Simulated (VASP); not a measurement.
ZnGeP2:

```
CELL_PARAMETERS angstrom
-2.73000 2.73000 5.38000
2.73000 -2.73000 5.38000
2.73000 2.73000 -5.38000
ATOMIC_POSITIONS crystal
Zn 0.00000 0.00000 0.00000
Zn 0.75000 0.25000 0.50000
Ge 0.50000 0.50000 0.00000
Ge 0.25000 0.75000 0.50000
P 0.37500 0.38900 0.51400
P 0.61100 0.12500 0.98600
P 0.87500 0.86100 0.48600
P 0.13900 0.62500 0.01400
```

- Program: VASP 6.6.1
- Task: relaxation of cell and atoms
- Functional: LDA
- Potentials or basis: VASP PAW LDA potentials, release 64 (Zn, Ge_d, P)
- Cutoff: 600 eV
- k mesh: 8 × 8 × 8
- Occupations: gaussian, width 0.03 eV
- Spin: no spin polarisation

At the start: pressure -2.9 GPa; volume 20.05 Å³/atom.

Q: How do energy, volume and symmetry change on relaxing?

A: Over 13 steps the energy falls by 21.5 meV/atom and the volume is 19.22 Å³/atom (-4.1 %); space group I-42d (No. 122, to 0.05 Å).

Step by step:
```csv
step,energy change (eV),largest force (eV/Å),pressure (GPa),volume (Å³)
1,0.0000,0.7334,-2.86,160.39
2,-0.1335,0.4609,1.14,152.22
3,-0.1335,0.4497,1.34,151.94
4,-0.1706,0.0341,0.35,153.25
5,-0.1709,0.0157,0.11,153.41
6,-0.1709,0.0066,0.19,153.38
7,-0.1715,0.0114,-0.09,153.85
8,-0.1715,0.0118,-0.08,153.85
9,-0.1718,0.0118,-0.03,153.73
10,-0.1718,0.0121,0.07,153.66
11,-0.1718,0.0121,0.00,153.67
12,-0.1718,0.0123,0.04,153.66
13,-0.1718,0.0031,-0.07,153.76
```

Final structure:
```yaml
crystal:
  lattice:
    - [-2.68897, 2.68897, 5.31629]
    - [2.68897, -2.68897, 5.31629]
    - [2.68897, 2.68897, -5.31629]
  atoms:
    - { symbol: Zn, position: [0.00000, 0.00000, 0.00000] }
    - { symbol: Zn, position: [0.75000, 0.25000, 0.50000] }
    - { symbol: Ge, position: [0.50000, 0.50000, 0.00000] }
    - { symbol: Ge, position: [0.25000, 0.75000, 0.50000] }
    - { symbol: P, position: [0.37500, 0.37584, 0.50084] }
    - { symbol: P, position: [0.62416, 0.12500, 0.99916] }
    - { symbol: P, position: [0.87500, 0.87416, 0.49916] }
    - { symbol: P, position: [0.12584, 0.62500, 0.00084] }
```
